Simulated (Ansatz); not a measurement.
A series in volume scale on BaTiO₃

Results calculated with Ansatz 0.2.0, not measured. Free energy against uniform scaling of the volume at fixed shape and fractions; periodic cell, basis, potentials, k mesh and filling as listed.

The cell before it is scaled or strained (space group Amm2, No. 38):
```
BaTiO3
1.0
      3.9855     0.0000     0.0000
      0.0000     2.8369     2.8452
      0.0000    -2.8369     2.8452
Ba Ti O
1 1 3
Direct
  0.00000 0.00000 0.00000
  0.50000 0.51240 0.51240
  0.00000 0.48740 0.48740
  0.50000 0.50524 0.99184
  0.50000 0.99184 0.50524
```

Settings of every row: functional LDA; dispersion none; potentials PAW; wave cutoff 530 eV; density cutoff 4240 eV; k mesh 5x5x5; k shift 0x0x0; occupations fixed; smearing width 0 eV; spin none; SCF threshold exponent -7.

Hubbard:
```
element  shell  u (eV)  j (eV)
     Ti      d       2     n/a
```

Limits: stress loosely converged; no spin-orbit coupling, which can matter with elements this heavy.

```
row  volume scale  V (Å³/atom)  pressure (GPa)  energy above lowest point (meV/atom)
  1           0.9       11.581           12.88                                  26.5
  2         0.925       11.903            6.47                                   7.3
  3          0.95       12.224            0.92                                     0
  4         0.975       12.546               ?                                     ?
  5             1       12.868           -8.07                                  15.2
  6         1.025       13.189          -11.69                                  35.2
  7          1.05       13.511          -14.81                                  61.8
  8         1.075       13.833          -17.52                                  94.4
  9           1.1       14.154          -19.85                                 131.9
```

Question: what pressure and energy above lowest point should row 4 give?

Worked fit of pressure. Take u = (V_r/V)^(2/3) − 1 with V_r = 13.029 Å³ an atom, which is twice the finite (Eulerian) strain; such expansions in the strain, on which the Birch-Murnaghan equation of state is built, carry the rest volume and the bulk modulus. The shown rows have u = 0.08171, 0.06211, 0.04343, 0.00832, -0.0081, -0.02393, -0.03913, -0.05372. Least squares give pressure = −9.949 + 219.44 × u + 685.7 × u² + 589 × u³ GPa; a parabola predicts inner rows, each left out in turn, worse (root mean square 0.045 against 0.0078 GPa). The rows lie off it by 0.00, 0.00, 0.00, 0.01, -0.01, 0.01, 0.00, 0.00. The pressure vanishes at u = 0.0401, or V = 12.28 Å³ an atom, and there the bulk modulus at fixed shape and fractions is B = −V dP/dV = (2/3)(1 + u) dP/du = 192 GPa. Letting shape and atoms relax would as a rule lower it, by much in layered, chain or molecular crystals. The withheld row has u = 0.0255, so the fit gives −9.949 + 219.44 × (0.0255) + 685.7 × (0.0255)² + 589 × (0.0255)³ = -3.90 GPa.

The calculation gave -3.9 GPa. The fit meets it to the printed digit.

Worked fit of energy above lowest point. Take u = (V_r/V)^(2/3) − 1 with V_r = 13.029 Å³ an atom, which is twice the finite (Eulerian) strain; such expansions in the strain, on which the Birch-Murnaghan equation of state is built, carry the rest volume and the bulk modulus. The shown rows have u = 0.08171, 0.06211, 0.04343, 0.00832, -0.0081, -0.02393, -0.03913, -0.05372. Least squares give energy above lowest point = 24.33 − 1213 × u + 14888 × u² + 3495 × u³ meV/atom; a parabola predicts inner rows, each left out in turn, worse (root mean square 0.28 against 0.073 meV/atom). The rows lie off it by 0.0, 0.0, 0.0, -0.1, 0.1, 0.0, 0.0, 0.0. Its lowest point lies at u = 0.0402, or V = 12.28 Å³ an atom, and the curvature there gives the bulk modulus at fixed shape and fractions, B = (4/9)(1 + u)² E″(u)/V = 192 GPa. Letting shape and atoms relax would as a rule lower it, by much in layered, chain or molecular crystals. The withheld row has u = 0.0255, so the fit gives 24.33 − 1213 × (0.0255) + 14888 × (0.0255)² + 3495 × (0.0255)³ = 3.1 meV/atom.

The calculation gave 3.1 meV/atom. The fit meets it to the printed digit.
